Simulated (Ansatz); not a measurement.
# InP (Fm-3m): equation of state and elastic constants

One table from this session's results is given with a row withheld; the runs are named, their logs left out.

Program: Ansatz 0.2.0. Level of theory: DFT PBEsol, scalar-relativistic, plane waves, PAW. These are calculated values, not measurements.

### The structure to begin with

It takes space group Fm-3m (No. 225, cubic). The conventional cell has a = 5.459 Å, b = 5.459 Å, c = 5.459 Å, α = 90.00°, β = 90.00°, γ = 90.00°. Around In (site symmetry m-3m) lie 6 P at 2.73 Å. P (site symmetry m-3m) is surrounded by 6 In at 2.73 Å.

As a file:

```cif
data_structure
_symmetry_space_group_name_H-M 'P 1'
_symmetry_Int_Tables_number 1
_cell_length_a 3.8602
_cell_length_b 3.8602
_cell_length_c 3.8602
_cell_angle_alpha 60.000
_cell_angle_beta 60.000
_cell_angle_gamma 60.000
_cell_volume 40.67
loop_
_atom_site_label
_atom_site_type_symbol
_atom_site_fract_x
_atom_site_fract_y
_atom_site_fract_z
_atom_site_occupancy
In1 In 0.00000 0.00000 0.00000 1
P1 P 0.50000 0.50000 0.50000 1
```

This cell comes from an earlier session at PBEsol: 20.336 Å³/atom at -0.01 GPa, on a 10×10×10 mesh.

Volume factors to run: 0.980, 1.020, 0.960, 1.040.

Set-up of the first run:

input.yaml reads:

```yaml
crystal:
  lattice:
    - [0.0, 2.7112222893, 2.7112222893]
    - [2.7112222893, 0.0, 2.7112222893]
    - [2.7112222893, 2.7112222893, 0.0]
  atoms:
    - { symbol: In, position: [0.0, 0.0, 0.0] }
    - { symbol: P, position: [0.5, 0.5, 0.5] }
basis:
  ecutwfc: 420
  ecutrho_ratio: 4
kpoints:
  mp_grid: { grid: [10, 10, 10] }
hamiltonian:
  xc: pbesol
scf:
  occupations: { method: gaussian, width: 0.05 }
output:
  forces: true
  stress: true
  eigenvalues: true
```

Steps of the session up to this table: Scaling the volume by 0.980; Volume × 1.020; Scaling the volume by 0.960; At 1.040 of the relaxed volume.

One table of the session follows, with a row left open; its other results are not shown here.

| volume (Å³/atom) | energy (meV/atom) | pressure (GPa) |
| --- | --- | --- |
| 19.523 | 9.17 | 3.79 |
| 19.929 | 2.18 | 1.78 |
| 20.336 | 0.00 | -0.01 |
| 20.743 | ? | ? |
| 21.150 | 8.03 | -3.02 |

**Question.** Estimate the row for volume (Å³/atom) = 20.743.

Worked estimate for «energy (meV/atom)». A straight line through the neighbours (20.336, 0.00) and (21.150, 8.03) gives 0.00 + (8.03 − 0.00) × (20.743 − 20.336) / (21.150 − 20.336) = 4.01; a parabola fitted to 3 rows on both sides gives 1.95.

The run gave: energy (meV/atom): 2.11; pressure (GPa): -1.60. In «energy (meV/atom)» the line misses by +1.90 and the parabola by -0.16.

volume (Å³/atom), energy (meV/atom) and a bar:
```
    19.52        9.2 ##############################
    19.93        2.2 #######
    20.34        0.0 
    20.74        2.1 #######
    21.15        8.0 ##########################
```
